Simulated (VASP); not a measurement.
# Ca (Immm) in VASP: a series of runs

One crystal, Ca, is run at these levels: PBE; tasks: single point.

All numbers are computed with VASP 6.6.1; they aren't measurements. Logs are shortened: lines on timing, memory, paths and dates and some standing lists are left out, and cuts for length are marked.

### Step 1. The crystal as given

It takes space group Immm (No. 71, orthorhombic). The conventional cell has a = 4.193 Å, b = 4.203 Å, c = 4.891 Å, α = 90.00°, β = 90.00°, γ = 90.00°. Ca (site symmetry mmm) is surrounded by 12 Ca at 3.85 to 4.20 Å.

This isn't the form of Ca at room conditions, which is fcc.

### Step 2. Single point, PBE

The input, INCAR:

```
PREC     = Accurate       # precision mode
ENCUT    = 600            # plane-wave cutoff, eV
EDIFF    = 1E-6           # SCF threshold, eV
ISMEAR   = 1              # smearing method
SIGMA    = 0.1            # smearing width, eV
LREAL    = False          # projectors in reciprocal space
LASPH    = True           # aspherical terms in the spheres
NELM     = 100            # most SCF steps
ALGO     = Normal         # electronic algorithm
ISIF     = 2              # what is computed and relaxed
LWAVE    = False          # write WAVECAR
LCHARG   = False          # write CHGCAR
GGA      = PE             # functional
ADDGRID  = False
```

The input, KPOINTS:

```
Automatic mesh
0
Gamma
  16 16 16
```

The input, POSCAR:

```
Ca
1.0
   -2.0964874600      2.1017318100      2.4453524600
    2.0964874600     -2.1017318100      2.4453524600
    2.0964874600      2.1017318100     -2.4453524600
Ca
1
Direct
    0.5000000000      0.5000000000      0.0000000000
```

Potentials or basis: VASP PAW PBE potentials, release 64 (Ca_pv).

On the command line:

```
cat potpaw_PBE.64/Ca_pv/POTCAR > POTCAR
mpirun -np 1 vasp_std > vasp.out
```

OUTCAR:

```text
PREC = Accurate
   ENCUT = 600
   EDIFF = 1E-6
   ISMEAR = 1
   LREAL = False
   LASPH = True
   NELM = 100
   ISIF = 2
   GGA = PE

 Found    621 irreducible k-points:

 Following reciprocal coordinates:
            Coordinates               Weight
  0.000000  0.000000  0.000000      1.000000
  0.062500  0.000000  0.000000      4.000000
  0.125000  0.000000  0.000000      4.000000
  0.187500 -0.000000  0.000000      4.000000
  0.250000  0.000000  0.000000      4.000000
  0.312500  0.000000  0.000000      4.000000
   k-points           NKPTS =    621   k-points in BZ     NKDIM =    621   number of bands    NBANDS=      8
   number of dos      NEDOS =    301   number of ions     NIONS =      1
   total plane-waves  NPLWV =  32768
   dimension x,y,z NGX =    32 NGY =   32 NGZ =   32
   dimension x,y,z NGXF=    64 NGYF=   64 NGZF=   64
   ions per type =               1
   NGX,Y,Z   is equivalent  to a cutoff of  13.83, 13.83, 13.83 a.u.
   NGXF,Y,Z  is equivalent  to a cutoff of  27.66, 27.66, 27.66 a.u.
 SYSTEM =  unknown system
   PREC   = accura    normal or accurate (medium, high low for compatibility)
   ISTART =      0    job   : 0-new  1-cont  2-samecut
   ICHARG =      2    charge: 1-file 2-atom 10-const
   ISPIN  =      1    spin polarized calculation?
   LNONCOLLINEAR =      F non collinear calculations
   LSORBIT =      F    spin-orbit coupling
   LASPH  =      T    aspherical Exc in radial PAW
   ENCUT  =  600.0 eV  44.10 Ry    6.64 a.u.   7.68  7.68  7.68*2*pi/ulx,y,z
   NELM   =    100;   NELMIN=  2; NELMDL= -5     # of ELM steps
   EDIFF  = 0.1E-05   stopping-criterion for ELM
   LREAL  =      F    real-space projection
[... 7 lines left out ...]
   TEBEG  =    0.0;   TEEND  =   0.0 temperature during run
   PSTRESS=    0.0 pullay stress
   NELECT =       8.0000    total number of electrons
   NUPDOWN=      -1.0000    fix difference up-down
   EMIN   =  10.00;   EMAX   =-10.00  energy-range for DOS
   EFERMI =   0.00;   METHOD = LEGACY
   ISMEAR =     1;   SIGMA  =   0.10  broadening in eV -4-tet -1-fermi 0-gaus
   EFERMI_NEDOS =   21; number of points for ismear=-14 and -15
   IALGO  =     38    algorithm
   IMIX   =      4    mixing-type and parameters
     AMIX     =   0.40;   BMIX     =  1.00
     AMIX_MAG =   1.60;   BMIX_MAG =  1.00
  volume/ion in A,a.u.               =      43.10       290.85
  Fermi-wavevector in a.u.,A,eV,Ry     =   0.933859  1.764737 11.865532  0.872092
  Thomas-Fermi vector in A             =   2.060604
   LORBIT       =      0    0 simple, 1 ext, 2 COOP (PROOUT), +10 PAW based schemes
   GGA     = PE    functional components
   LHFCALC =     F    Hartree Fock is set to
   AEXX    =    0.0000 exact exchange contribution
   IVDW    =     0    specifies the selected vdW correction
   LEPSILON=     F    determine dielectric tensor
   LRPA    =     F    only Hartree local field effects (RPA)
 non-spin polarized calculation
 Methfessel and Paxton  Order N= 1 SIGMA  =   0.10
  energy-cutoff  :      600.00
  volume of cell :       43.10
 maximum number of plane-waves:      1468
   NGX = 15   NGY = 15   NGZ = 15

 number of electron       8.0000001 magnetization

 Free energy of the ion-electron system (eV)
  ---------------------------------------------------
  ext. energy  EPLUGINS =         0.00000000
  ---------------------------------------------------
  free energy    TOTEN  =        -1.90911507 eV

  energy without entropy =       -1.90905461  energy(sigma->0) =       -1.90909492

 E-fermi :   2.1404     XC(G=0):  -7.6337

 val. band max:        2.1386152200   @ k =   0.5000  -0.3750   0.2500
 cond. band min:       2.1421581681   @ k =  -0.1875   0.5000   0.1875
 fundamental gap:      0.0035429481
 Fermi energy:         2.1404280973

 k-point     1 :       0.0000    0.0000    0.0000
  band No.  band energies     occupation
      1     -20.8673      2.00000
      2     -20.8668      2.00000
      3     -20.8541      2.00000
      4      -1.8718      2.00000
      5       4.2945      0.00000
      6       4.3079      0.00000
      7       4.8890      0.00000
      8       5.0088      0.00000

 k-point     2 :       0.0625    0.0000    0.0000
  band No.  band energies     occupation
      1     -20.8700      2.00000
      2     -20.8686      2.00000
      3     -20.8560      2.00000
      4      -1.8052      2.00000
      5       4.2686      0.00000
      6       4.3236      0.00000
      7       4.8848      0.00000
      8       4.9829      0.00000

 k-point     3 :       0.1250    0.0000    0.0000
  band No.  band energies     occupation
      1     -20.8823      2.00000
      2     -20.8724      2.00000
      3     -20.8584      2.00000
      4      -1.6076      2.00000
      5       4.1574      0.00000
      6       4.3358      0.00000
      7       4.9136      0.00000
      8       4.9462      0.00000

 k-point     4 :       0.1875   -0.0000    0.0000
  band No.  band energies     occupation
      1     -20.9028      2.00000
      2     -20.8781      2.00000
      3     -20.8595      2.00000
      4      -1.2866      2.00000
      5       3.9189     -0.00000
      6       4.2793      0.00000
      7       4.9566      0.00000
      8       5.0558      0.00000

 k-point     5 :       0.2500    0.0000    0.0000
  band No.  band energies     occupation
      1     -20.9275      2.00000
      2     -20.8848      2.00000
      3     -20.8601      2.00000
      4      -0.8551      2.00000
      5       3.5793     -0.00000
      6       4.1616      0.00000
      7       4.9908      0.00000
      8       5.3162      0.00000

 k-point     6 :       0.3125    0.0000    0.0000
  band No.  band energies     occupation
      1     -20.9523      2.00000
      2     -20.8914      2.00000
      3     -20.8606      2.00000
      4      -0.3330      2.00000
      5       3.1820     -0.00000
      6       4.0304     -0.00000
      7       4.9949      0.00000
      8       5.6351      0.00000

 [... further k-points ...]
[... 5 lines left out ...]
  --------------------------------------------------------------------------------------
  -------------------------------------------------------------------------------------
  Total       -0.1347240     -0.1418500     -0.0467780      0.0000000      0.0000000      0.0000000
  in kB       -5.0082331     -5.2731355     -1.7389246      0.0000000      0.0000000      0.0000000
  external PRESSURE =      -4.0067644 kB  Pullay stress =       0.0000000 kB

 VOLUME and BASIS-vectors are now :
 -----------------------------------------------------------------------------
  energy-cutoff  :      600.00
  volume of cell :       43.10
      direct lattice vectors                 reciprocal lattice vectors
    -2.096487460  2.101731810  2.445352460     0.000000000  0.237899050  0.204469502
     2.096487460 -2.101731810  2.445352460     0.238494153  0.000000000  0.204469502
     2.096487460  2.101731810 -2.445352460     0.238494153  0.237899050  0.000000000

 POSITION                                       TOTAL-FORCE (eV/Angst)
 -----------------------------------------------------------------------------------
      0.00000      0.00000      2.44535        -0.000000      0.000000      0.000000
 -----------------------------------------------------------------------------------
    total drift:                               -0.000000      0.000000     -0.000000

  FREE ENERGIE OF THE ION-ELECTRON SYSTEM (eV)
  ---------------------------------------------------
  free  energy   TOTEN  =        -1.9091150737 eV

  energy  without entropy=       -1.9090546106  energy(sigma->0) =       -1.90909492
```

Wall time 73 s (1 thread of Intel Xeon Platinum 8488C (Sapphire Rapids), shared host); peak memory 0.42 GiB.

The run converged, but some of its settings lie outside the range that counts as converged, so its numbers aren't taken as properties of the crystal.

Results:

```
Free energy            : -1.9091 eV
Pressure               : -0.4 GPa
Band gap on the k mesh : none (metal or under the smearing width)
```

### Step 3. Single point, PBE

This run uses another cell than the first one, of the same volume but with other edges.

INCAR is that of step 2.

KPOINTS is that of step 2.

The input, POSCAR:

```
Ca
1.0
   -2.1296130000      2.1366080000      2.5183870000
    2.0452440000     -2.1127450000      2.4255450000
    2.0940060000      2.0772270000     -2.4978770000
Ca
1
Direct
    0.5036690000      0.4760610000     -0.0172770000
```

Potentials or basis: VASP PAW PBE potentials, release 64 (Ca_pv).

On the command line:

```
cat potpaw_PBE.64/Ca_pv/POTCAR > POTCAR
mpirun -np 1 vasp_std > vasp.out
```

It took 5.4 min on 1 thread of Intel Xeon Platinum 8488C (Sapphire Rapids), shared host; peak memory 1 GiB.

The run converged, but some of its settings lie outside the range that counts as converged, so its numbers aren't taken as properties of the crystal.

Results:

```yaml
Free_energy: -1.9069 eV
Pressure: -0.4 GPa
Band_gap_on_the_k_mesh: none (metal or under the smearing width)
```

### Step 4. Single point, PBE

INCAR, as its differences from that of step 3:

```diff
@@ -1,3 +1,3 @@
 PREC     = Accurate       # precision mode
-ENCUT    = 600            # plane-wave cutoff, eV
+ENCUT    = 500            # plane-wave cutoff, eV
 EDIFF    = 1E-6           # SCF threshold, eV
```

The input, KPOINTS:

```
Automatic mesh
0
Gamma
  19 19 19
```

The input, POSCAR:

```
Ca
1.0
   -2.0964874600      2.1017318100      2.4453524600
    2.0964874600     -2.1017318100      2.4453524600
    2.0964874600      2.1017318100     -2.4453524600
Ca
1
Direct
    0.5000000000      0.5000000000      0.0000000000
```

On the command line:

```
cat potpaw_PBE.64/Ca_pv/POTCAR > POTCAR
mpirun -np 1 vasp_std > vasp.out
```

Wall time 2 min (1 thread of Intel Xeon Platinum 8488C (Sapphire Rapids), shared host); peak memory 0.47 GiB.

These settings aren't checked as converged: the numbers below hold their error.

What came out:

```yaml
Free_energy: -1.9088 eV
Pressure: -0.4 GPa
Band_gap_on_the_k_mesh: none (metal or under the smearing width)
```

### Step 5. Single point, PBE

This run uses another cell than the first one, of the same volume but with other edges.

INCAR is that of step 4.

KPOINTS is that of step 4.

The input, POSCAR:

```
Ca
1.0
   -2.1296130000      2.1366080000      2.5183870000
    2.0452440000     -2.1127450000      2.4255450000
    2.0940060000      2.0772270000     -2.4978770000
Ca
1
Direct
    0.5036690000      0.4760610000     -0.0172770000
```

On the command line:

```
cat potpaw_PBE.64/Ca_pv/POTCAR > POTCAR
mpirun -np 1 vasp_std > vasp.out
```

Wall time 7.5 min (1 thread of Intel Xeon Platinum 8488C (Sapphire Rapids), shared host); peak memory 1.2 GiB.

The run converged, but some of its settings lie outside the range that counts as converged, so its numbers aren't taken as properties of the crystal.

Results:

```yaml
Free_energy: -1.9067 eV
Pressure: -0.4 GPa
Band_gap_on_the_k_mesh: none (metal or under the smearing width)
```
